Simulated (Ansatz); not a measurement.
Co:

```
Co
1.0
     2.47200    0.00000    0.00000
    -1.23600    2.14081    0.00000
     0.00000    0.00000    4.02114
Co
2
Direct
  0.66667 0.33333 0.75000
  0.33333 0.66667 0.25000
```

Program: Ansatz 0.2.0. Alike in all runs: potentials or basis all-electron LAPW, scalar-relativistic; cell as given; k mesh 12 × 12 × 7.

Q: Order these runs on this cell by their pressure, lowest first.
A. level BLYP; spin collinear, ferromagnetic start; cutoff (eV) 315; smearing fermi-dirac 0.05 eV; basis error allowed 0.001 eV/atom
B. level PBEsol; spin collinear, ferromagnetic start; cutoff (eV) 315; smearing gaussian 0.1 eV; basis error allowed 0.001 eV/atom
C. level SVWN5; spin collinear, antiferromagnetic start; cutoff (eV) 339; smearing fermi-dirac 0.025 eV; basis error allowed 0.0005 eV/atom
D. level PBE; spin collinear, ferromagnetic start; cutoff (eV) 315; smearing gaussian 0.023 eV; basis error allowed 0.001 eV/atom
E. level PBEsol; spin off; cutoff (eV) 315; smearing fermi-dirac 0.05 eV; basis error allowed 0.001 eV/atom

A: E (-17.5 GPa), C (-15.0 GPa), B (-5.8 GPa), D (4.6 GPa), A (13.9 GPa).

Not every run made on this cell is shown here.
